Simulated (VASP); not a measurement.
ZnSe:

```
Zn Se
1.0
     0.00000    2.82024    2.82024
     2.82024    0.00000    2.82024
     2.82024    2.82024    0.00000
Zn Se
1 1
Direct
  0.00000 0.00000 0.00000
  0.25000 0.25000 0.25000
```

The cell is a database's computed one.

Program: VASP 6.6.1. Alike in all runs: task band structure; potentials or basis VASP PAW PBE potentials, release 64 (Zn, Se); no spin polarisation; cell as given; k mesh 8 × 8 × 8; cutoff (eV) 520; smearing gaussian 0.02 eV.

**Question.** Order these runs on this cell by their band gap on the k mesh, lowest first.
A. level PBEsol
B. level r2SCAN
C. level TB-mBJ

**Answer.** A (1.23 eV), B (1.93 eV), C (2.82 eV).

A k mesh can miss the band edges.

Not every run made on this cell is shown here.
